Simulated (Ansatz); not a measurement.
A (010) slab of CuO (Cccm (No. 66)), 14 planes, outer planes Cu (top) and O (bottom), with 28 atoms (Cu14O14) in a surface cell of A = 21.529 Å², as cut from the bulk:

```xyz
28
Lattice="4.1793 0.0000 0.0000 0.0002 5.1513 0.0000 0.0000 0.0000 28.5230" Properties=species:S:1:pos:R:3 pbc="T T T"
O     0.0241    1.2974    7.5000
O     0.0242    3.8730    7.5001
Cu    1.0688    0.0095    8.5403
Cu    3.1586    2.5852    8.5403
O     2.1137    1.2974    9.5804
O     2.1138    3.8730    9.5805
Cu    3.1585    0.0095   10.6207
Cu    1.0689    2.5852   10.6207
O     0.0241    1.2974   11.6609
O     0.0242    3.8730   11.6610
Cu    1.0688    0.0095   12.7012
Cu    3.1586    2.5852   12.7012
O     2.1137    1.2974   13.7413
O     2.1138    3.8730   13.7414
Cu    3.1585    0.0095   14.7816
Cu    1.0689    2.5852   14.7816
O     0.0241    1.2974   15.8218
O     0.0242    3.8730   15.8219
Cu    1.0688    0.0095   16.8621
Cu    3.1586    2.5852   16.8621
O     2.1137    1.2974   17.9022
O     2.1138    3.8730   17.9023
Cu    3.1585    0.0095   18.9425
Cu    1.0689    2.5852   18.9425
O     0.0241    1.2974   19.9827
O     0.0242    3.8730   19.9828
Cu    1.0688    0.0095   21.0230
Cu    3.1586    2.5852   21.0230
```

The calculation used Ansatz, DFT PBE, scalar-relativistic, plane waves, PAW. Cutoff 420 eV; k points 8×7×1 on the computed 28-atom cell (Γ-centred); Gaussian smearing, width 0.10 eV; no spin polarisation. The cell repeats along c with a dipole correction in the vacuum.

Against the same 28 atoms in the bulk, the slab as cut lies 5.791 eV higher and the relaxed slab 4.840 eV higher.

Q: Work out the surface energy before and after relaxation.

A: The slab has two faces, so γ = (E_slab − N·E_bulk)/(2A), the mean of both. As cut: 5.791/(2 × 21.529) = 0.1345 eV/Å², and 1 eV/Å² = 16.02 J/m², so γ = 2.15 J/m². Relaxed: 4.840/(2 × 21.529) = 0.1124 eV/Å² = 1.80 J/m². Relaxation recovers 16 % of the cost of cutting.

Q: What is the ideal work of this cut, per area?

A: Griffith's ideal work is 2γ: 4.31 J/m² if the new faces stay rigid, 3.60 J/m² if they relax. One thickness was run, 14 planes, so γ can still shift with it.

Spin polarisation was left out, and a magnetic state may lie lower.

The reference crystal is a form of CuO, which isn't its usual structure.